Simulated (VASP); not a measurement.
# Sr (P6_3/mmc) in VASP: notebook

The runs below take Sr through single point, with PBE.

Everything below comes from runs of VASP 6.6.1. Logs are shortened: lines on timing, memory, paths and dates and some standing lists are left out, and cuts for length are marked.

### 1 The structure

It takes space group P6_3/mmc (No. 194, hexagonal). Conventional cell: a = 4.310 Å, b = 4.310 Å, c = 7.050 Å, α = 90.00°, β = 90.00°, γ = 120.00°. Sr (site symmetry -6m2) is surrounded by 12 Sr at 4.31 Å.

This isn't the form of Sr at room conditions, which is fcc.

### 2 Single point, PBE

File INCAR:

```
SYSTEM = Sr
  ADDGRID = .False.
  ALGO = Normal
  EDIFF = 1E-6
  ENCUT = 500
  GGA = PE
  ISIF = 2
  ISMEAR = 0
  LASPH = .True.
  LCHARG = .False.
  LREAL = .False.
  LWAVE = .False.
  NBANDS = 17
  NELM = 100
  PREC = Accurate
  SIGMA = 0.15
```

File KPOINTS:

```
k-points
0
Gamma
  2 2 1
  0 0 0
```

File POSCAR:

```
Sr
1.0
    4.3100000000      0.0000000000      0.0000000000
   -2.1550000000      3.7325694903      0.0000000000
    0.0000000000      0.0000000000      7.0500000000
Sr
2
Direct
    0.6666666667      0.3333333333      0.7500000000
    0.3333333333      0.6666666667      0.2500000000
```

Potentials or basis: VASP PAW PBE potentials, release 64 (Sr_sv).

On the command line:

```console
$ cat potpaw_PBE.64/Sr_sv/POTCAR > POTCAR
$ mpirun -np 1 vasp_std > vasp.out
```

OUTCAR:

```text
SYSTEM = Sr
   EDIFF = 1E-6
   ENCUT = 500
   GGA = PE
   ISIF = 2
   ISMEAR = 0
   LASPH = .True.
   LREAL = .False.
   NELM = 100
   PREC = Accurate

 Found      2 irreducible k-points:

 Following reciprocal coordinates:
            Coordinates               Weight
  0.000000  0.000000  0.000000      1.000000
  0.500000  0.000000  0.000000      3.000000
   k-points           NKPTS =      2   k-points in BZ     NKDIM =      2   number of bands    NBANDS=     17
   number of dos      NEDOS =    301   number of ions     NIONS =      2
   total plane-waves  NPLWV =  55296
   dimension x,y,z NGX =    32 NGY =   32 NGZ =   54
   dimension x,y,z NGXF=    64 NGYF=   64 NGZF=  108
   ions per type =               2
   NGX,Y,Z   is equivalent  to a cutoff of  12.34, 12.34, 12.73 a.u.
   NGXF,Y,Z  is equivalent  to a cutoff of  24.69, 24.69, 25.47 a.u.
 SYSTEM =  Sr
   PREC   = accura    normal or accurate (medium, high low for compatibility)
   ISTART =      0    job   : 0-new  1-cont  2-samecut
   ICHARG =      2    charge: 1-file 2-atom 10-const
   ISPIN  =      1    spin polarized calculation?
   LNONCOLLINEAR =      F non collinear calculations
   LSORBIT =      F    spin-orbit coupling
   LASPH  =      T    aspherical Exc in radial PAW
   ENCUT  =  500.0 eV  36.75 Ry    6.06 a.u.   7.86  7.86 12.85*2*pi/ulx,y,z
   NELM   =    100;   NELMIN=  2; NELMDL= -5     # of ELM steps
   EDIFF  = 0.1E-05   stopping-criterion for ELM
   LREAL  =      F    real-space projection
   EDIFFG = 0.1E-04   stopping-criterion for IOM
   NSW    =      0    number of steps for IOM
   IBRION =     -1    ionic relax: 0-MD 1-quasi-New 2-CG
   NFREE  =      0    steps in history (QN), initial steepest desc. (CG)
   ISIF   =      2    stress and relaxation
   ISYM   =      2    0-nonsym 1-usesym 2-fastsym
   POTIM  = 0.5000    time-step for ionic-motion
   TEBEG  =    0.0;   TEEND  =   0.0 temperature during run
   PSTRESS=    0.0 pullay stress
   NELECT =      20.0000    total number of electrons
   NUPDOWN=      -1.0000    fix difference up-down
   EMIN   =  10.00;   EMAX   =-10.00  energy-range for DOS
   EFERMI =   0.00;   METHOD = LEGACY
   ISMEAR =     0;   SIGMA  =   0.15  broadening in eV -4-tet -1-fermi 0-gaus
   EFERMI_NEDOS =   21; number of points for ismear=-14 and -15
   IALGO  =     38    algorithm
   IMIX   =      4    mixing-type and parameters
     AMIX     =   0.40;   BMIX     =  1.00
     AMIX_MAG =   1.60;   BMIX_MAG =  1.00
  volume/ion in A,a.u.               =      56.71       382.68
  Fermi-wavevector in a.u.,A,eV,Ry     =   0.918037  1.734838 11.466874  0.842791
  Thomas-Fermi vector in A             =   2.043073
   LORBIT       =      0    0 simple, 1 ext, 2 COOP (PROOUT), +10 PAW based schemes
   GGA     = PE    functional components
   LHFCALC =     F    Hartree Fock is set to
   AEXX    =    0.0000 exact exchange contribution
   IVDW    =     0    specifies the selected vdW correction
   LEPSILON=     F    determine dielectric tensor
   LRPA    =     F    only Hartree local field effects (RPA)
 non-spin polarized calculation
 Gauss-broadening in eV      SIGMA  =   0.15
  energy-cutoff  :      500.00
  volume of cell :      113.42
 maximum number of plane-waves:      2898
 NGX is ok and might be reduce to    32
   NGX = 15   NGY = 15   NGZ = 25

 number of electron      20.0000000 magnetization

 Free energy of the ion-electron system (eV)
  ---------------------------------------------------
  ext. energy  EPLUGINS =         0.00000000
  ---------------------------------------------------
  free energy    TOTEN  =        -3.15659296 eV

  energy without entropy =       -3.15251643  energy(sigma->0) =       -3.15455469

 E-fermi :   1.2401     XC(G=0):  -7.2533

 val. band max:        0.9628948163   @ k =   0.5000   0.0000   0.0000
 cond. band min:       1.4839352585   @ k =   0.0000   0.0000   0.0000
 fundamental gap:      0.5210404422
 Fermi energy:         1.2401023069

 k-point     1 :       0.0000    0.0000    0.0000
  band No.  band energies     occupation
      1     -35.2032      2.00000
      2     -35.1913      2.00000
      3     -17.3462      2.00000
      4     -17.1728      2.00000
      5     -17.0778      2.00000
      6     -17.0778      2.00000
[... 9 lines left out ...]
     16       4.1959      0.00000
     17       4.6248      0.00000

 k-point     2 :       0.5000    0.0000    0.0000
  band No.  band energies     occupation
      1     -35.1913      2.00000
      2     -35.1873      2.00000
      3     -17.2700      2.00000
      4     -17.2137      2.00000
      5     -17.2124      2.00000
      6     -17.1855      2.00000
[... 9 lines left out ...]
     16       5.6475      0.00000
     17       6.2681      0.00000

------------------------ aborting loop because EDIFF is reached ----------------------------------------

  FORCE on cell =-STRESS in cart. coord.  units (eV):
  Direction    XX          YY          ZZ          XY          YZ          ZX
  --------------------------------------------------------------------------------------
  -------------------------------------------------------------------------------------
  Total        1.0389897      1.0389897     -2.5355965      0.0000000      0.0000000      0.0000000
  in kB       14.6773460     14.6773460    -35.8192451      0.0000000      0.0000000      0.0000000
  external PRESSURE =      -2.1548510 kB  Pullay stress =       0.0000000 kB

 VOLUME and BASIS-vectors are now :
 -----------------------------------------------------------------------------
  energy-cutoff  :      500.00
  volume of cell :      113.42
      direct lattice vectors                 reciprocal lattice vectors
     4.310000000  0.000000000  0.000000000     0.232018561  0.133955979  0.000000000
    -2.155000000  3.732569490  0.000000000     0.000000000  0.267911958  0.000000000
     0.000000000  0.000000000  7.050000000     0.000000000  0.000000000  0.141843972

 POSITION                                       TOTAL-FORCE (eV/Angst)
 -----------------------------------------------------------------------------------
      2.15500      1.24419      5.28750        -0.000000      0.000000      0.000000
     -0.00000      2.48838      1.76250         0.000000     -0.000000      0.000000
 -----------------------------------------------------------------------------------
    total drift:                                0.000000     -0.000000      0.000000

  FREE ENERGIE OF THE ION-ELECTRON SYSTEM (eV)
  ---------------------------------------------------
  free  energy   TOTEN  =        -3.1565929558 eV

  energy  without entropy=       -3.1525164331  energy(sigma->0) =       -3.15455469
```

It took 3.6 s on 1 thread of Intel Xeon 6975P-C (Granite Rapids), shared host; peak memory 0.21 GiB.

These settings aren't checked as converged: the numbers below hold their error.

Results:

```
Free energy : -3.1566 eV
Pressure    : -0.2 GPa
```

Caveat: the k mesh is coarse (spacing up to 0.89 Å⁻¹), so the values aren't converged; the mesh shows a gap though the element is a metal.

### 3 Single point, PBE

INCAR is that of step 2.

KPOINTS is that of step 2.

File POSCAR:

```
Sr
1.0
    4.3100000000      0.0000000000      0.0000000000
   -2.1550000000      3.7325694903      0.0000000000
    0.0000000000      0.0000000000      7.0500000000
Sr
2
Direct
    0.6432960000      0.3178180000      0.7464440000
    0.3199860000      0.6535770000      0.2508690000
```

Potentials or basis: VASP PAW PBE potentials, release 64 (Sr_sv).

On the command line:

```console
$ cat potpaw_PBE.64/Sr_sv/POTCAR > POTCAR
$ mpirun -np 1 vasp_std > vasp.out
```

OUTCAR:

```text
SYSTEM = Sr
   EDIFF = 1E-6
   ENCUT = 500
   GGA = PE
   ISIF = 2
   ISMEAR = 0
   LASPH = .True.
   LREAL = .False.
   NELM = 100
   PREC = Accurate

 Found      4 irreducible k-points:

 Following reciprocal coordinates:
            Coordinates               Weight
  0.000000  0.000000  0.000000      1.000000
  0.500000  0.000000  0.000000      1.000000
  0.000000  0.500000  0.000000      1.000000
  0.500000  0.500000  0.000000      1.000000
   k-points           NKPTS =      4   k-points in BZ     NKDIM =      4   number of bands    NBANDS=     17
   number of dos      NEDOS =    301   number of ions     NIONS =      2
   total plane-waves  NPLWV =  55296
   dimension x,y,z NGX =    32 NGY =   32 NGZ =   54
   dimension x,y,z NGXF=    64 NGYF=   64 NGZF=  108
   ions per type =               2
   NGX,Y,Z   is equivalent  to a cutoff of  12.34, 12.34, 12.73 a.u.
   NGXF,Y,Z  is equivalent  to a cutoff of  24.69, 24.69, 25.47 a.u.
 SYSTEM =  Sr
   PREC   = accura    normal or accurate (medium, high low for compatibility)
   ISTART =      0    job   : 0-new  1-cont  2-samecut
   ICHARG =      2    charge: 1-file 2-atom 10-const
   ISPIN  =      1    spin polarized calculation?
   LNONCOLLINEAR =      F non collinear calculations
   LSORBIT =      F    spin-orbit coupling
   LASPH  =      T    aspherical Exc in radial PAW
   ENCUT  =  500.0 eV  36.75 Ry    6.06 a.u.   7.86  7.86 12.85*2*pi/ulx,y,z
   NELM   =    100;   NELMIN=  2; NELMDL= -5     # of ELM steps
   EDIFF  = 0.1E-05   stopping-criterion for ELM
   LREAL  =      F    real-space projection
   EDIFFG = 0.1E-04   stopping-criterion for IOM
   NSW    =      0    number of steps for IOM
   IBRION =     -1    ionic relax: 0-MD 1-quasi-New 2-CG
   NFREE  =      0    steps in history (QN), initial steepest desc. (CG)
   ISIF   =      2    stress and relaxation
   ISYM   =      2    0-nonsym 1-usesym 2-fastsym
   POTIM  = 0.5000    time-step for ionic-motion
   TEBEG  =    0.0;   TEEND  =   0.0 temperature during run
   PSTRESS=    0.0 pullay stress
   NELECT =      20.0000    total number of electrons
   NUPDOWN=      -1.0000    fix difference up-down
   EMIN   =  10.00;   EMAX   =-10.00  energy-range for DOS
   EFERMI =   0.00;   METHOD = LEGACY
   ISMEAR =     0;   SIGMA  =   0.15  broadening in eV -4-tet -1-fermi 0-gaus
   EFERMI_NEDOS =   21; number of points for ismear=-14 and -15
   IALGO  =     38    algorithm
   IMIX   =      4    mixing-type and parameters
     AMIX     =   0.40;   BMIX     =  1.00
     AMIX_MAG =   1.60;   BMIX_MAG =  1.00
  volume/ion in A,a.u.               =      56.71       382.68
  Fermi-wavevector in a.u.,A,eV,Ry     =   0.918037  1.734838 11.466874  0.842791
  Thomas-Fermi vector in A             =   2.043073
   LORBIT       =      0    0 simple, 1 ext, 2 COOP (PROOUT), +10 PAW based schemes
   GGA     = PE    functional components
   LHFCALC =     F    Hartree Fock is set to
   AEXX    =    0.0000 exact exchange contribution
   IVDW    =     0    specifies the selected vdW correction
   LEPSILON=     F    determine dielectric tensor
   LRPA    =     F    only Hartree local field effects (RPA)
 non-spin polarized calculation
 Gauss-broadening in eV      SIGMA  =   0.15
  energy-cutoff  :      500.00
  volume of cell :      113.42
 maximum number of plane-waves:      2898
 NGX is ok and might be reduce to    32
   NGX = 15   NGY = 15   NGZ = 25

 number of electron      20.0000000 magnetization

 Free energy of the ion-electron system (eV)
  ---------------------------------------------------
  ext. energy  EPLUGINS =         0.00000000
  ---------------------------------------------------
  free energy    TOTEN  =        -3.15593929 eV

  energy without entropy =       -3.15177816  energy(sigma->0) =       -3.15385873

 E-fermi :   1.2404     XC(G=0):  -7.2531

 val. band max:        0.9762642665   @ k =   0.5000   0.0000   0.0000
 cond. band min:       1.4840137480   @ k =   0.0000   0.0000   0.0000
 fundamental gap:      0.5077494815
 Fermi energy:         1.2404296167

 k-point     1 :       0.0000    0.0000    0.0000
  band No.  band energies     occupation
      1     -35.2033      2.00000
      2     -35.1913      2.00000
      3     -17.3465      2.00000
      4     -17.1727      2.00000
      5     -17.0793      2.00000
      6     -17.0766      2.00000
[... 9 lines left out ...]
     16       4.2101      0.00000
     17       4.5949      0.00000

 k-point     2 :       0.5000    0.0000    0.0000
  band No.  band energies     occupation
      1     -35.1916      2.00000
      2     -35.1871      2.00000
      3     -17.2738      2.00000
      4     -17.2142      2.00000
      5     -17.2082      2.00000
      6     -17.1846      2.00000
[... 9 lines left out ...]
     16       5.5988      0.00000
     17       6.2783      0.00000

 k-point     3 :       0.0000    0.5000    0.0000
  band No.  band energies     occupation
      1     -35.1913      2.00000
      2     -35.1874      2.00000
      3     -17.2694      2.00000
      4     -17.2168      2.00000
      5     -17.2104      2.00000
      6     -17.1857      2.00000
[... 9 lines left out ...]
     16       5.6540      0.00000
     17       6.2734      0.00000

 k-point     4 :       0.5000    0.5000    0.0000
  band No.  band energies     occupation
      1     -35.1911      2.00000
      2     -35.1876      2.00000
      3     -17.2675      2.00000
      4     -17.2183      2.00000
      5     -17.2110      2.00000
      6     -17.1862      2.00000
[... 9 lines left out ...]
     16       5.6795      0.00000
     17       6.2694      0.00000

------------------------ aborting loop because EDIFF is reached ----------------------------------------

  FORCE on cell =-STRESS in cart. coord.  units (eV):
  Direction    XX          YY          ZZ          XY          YZ          ZX
  --------------------------------------------------------------------------------------
  -------------------------------------------------------------------------------------
  Total        1.0300115      1.0498755     -2.5281951     -0.0401486      0.0004429      0.0021260
  in kB       14.5505152     14.8311255    -35.7146901     -0.5671612      0.0062569      0.0300334
  external PRESSURE =      -2.1110165 kB  Pullay stress =       0.0000000 kB

 VOLUME and BASIS-vectors are now :
 -----------------------------------------------------------------------------
  energy-cutoff  :      500.00
  volume of cell :      113.42
      direct lattice vectors                 reciprocal lattice vectors
     4.310000000  0.000000000  0.000000000     0.232018561  0.133955979  0.000000000
    -2.155000000  3.732569490  0.000000000     0.000000000  0.267911958  0.000000000
     0.000000000  0.000000000  7.050000000     0.000000000  0.000000000  0.141843972

 POSITION                                       TOTAL-FORCE (eV/Angst)
 -----------------------------------------------------------------------------------
      2.08771      1.18628      5.26243         0.014703      0.003077      0.023060
     -0.02932      2.43952      1.76863        -0.014703     -0.003077     -0.023060
 -----------------------------------------------------------------------------------
    total drift:                                0.000001     -0.000001      0.000000

  FREE ENERGIE OF THE ION-ELECTRON SYSTEM (eV)
  ---------------------------------------------------
  free  energy   TOTEN  =        -3.1559392897 eV

  energy  without entropy=       -3.1517781613  energy(sigma->0) =       -3.15385873
```

stdout:

```text
POSCAR found type information on POSCAR Sr
 POSCAR found :  1 types and       2 ions
 scaLAPACK will be used
 LDA part: xc-table for (Slater+PW92), standard interpolation
 POSCAR, INCAR and KPOINTS ok, starting setup
 FFT: planning ... GRIDC
 FFT: planning ... GRID_SOFT
 FFT: planning ... GRID
 WAVECAR not read
 entering main loop
```

Run time: 5 s. Hardware: 1 thread of Intel Xeon 6975P-C (Granite Rapids), shared host; peak memory 0.21 GiB.

These settings aren't checked as converged: the numbers below hold their error.

What came out:

| Quantity | Value |
| --- | --- |
| Free energy | -3.1559 eV |
| Pressure | -0.2 GPa |
| Largest force | 0.028 eV/Å |

Caveat: the k mesh is coarse (spacing up to 0.89 Å⁻¹), so the values aren't converged; the mesh shows a gap though the element is a metal.

(Part 1 of 2 ends here.)
